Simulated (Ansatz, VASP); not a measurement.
AgCl: VASP beside Ansatz

File INCAR:

```
PREC = Accurate ; ENCUT = 520
EDIFF = 1E-7 ; ISMEAR = 0
SIGMA = 0.02 ; LREAL = F
LASPH = T ; NELM = 100
ALGO = Fast ; ISIF = 2
LWAVE = F ; LCHARG = T
GGA = PE ; IVDW = 12
LELF = T ; LVHAR = T
NBANDS = 16
```

File KPOINTS:

```
Automatic mesh
0
Gamma
  8 8 8
```

File POSCAR:

```
AgCl
1.0
    0.0000000000      2.7560759917      2.7560759917
    2.7560759917      0.0000000000      2.7560759917
    2.7560759917      2.7560759917      0.0000000000
Ag Cl
1 1
Direct
    0.0000000000      0.0000000000      0.0000000000
    0.5000000000      0.5000000000      0.5000000000
```

Input for Ansatz:

```yaml
crystal:
  lattice:
    - [0.0, 2.7560759917, 2.7560759917]
    - [2.7560759917, 0.0, 2.7560759917]
    - [2.7560759917, 2.7560759917, 0.0]
  atoms:
    - { symbol: Ag, position: [0.0, 0.0, 0.0] }
    - { symbol: Cl, position: [0.5, 0.5, 0.5] }
basis:
  ecutwfc: 420
  ecutrho_ratio: 9
kpoints:
  mp_grid: { grid: [8, 8, 8] }
hamiltonian:
  xc: pbe
  dispersion: d3bj
scf:
  occupations: { method: gaussian, width: 0.02 }
  n_extra_bands: 4
output:
  forces: true
  eigenvalues: true
  stress: true
```

Alike in both runs: task single point; functional PBE; dispersion D3(BJ); k mesh 8 × 8 × 8; occupations gaussian, width 0.02 eV; no spin polarisation.

```csv
,VASP,Ansatz
version,VASP 6.6.1,Ansatz 0.2.0
potentials or method,"VASP PAW PBE potentials, release 64 (Ag, Cl)","scalar-relativistic, plane waves, PAW"
plane-wave cutoff (eV),520,420
valence electrons in the cell,18,26
```

VASP gave:

- gap on the k mesh at the Fermi level (eV): 0.91
- pressure (GPa): -0.2

Question: Estimate Ansatz's values.

Answer: gap on the k mesh at the Fermi level (eV): 0.91; pressure (GPa): 0.0.

The functional is the same, so the differences come from potentials, cutoffs and numerics. The two sets of potentials don't hold the same shells in valence.

A k mesh can miss the band edges.
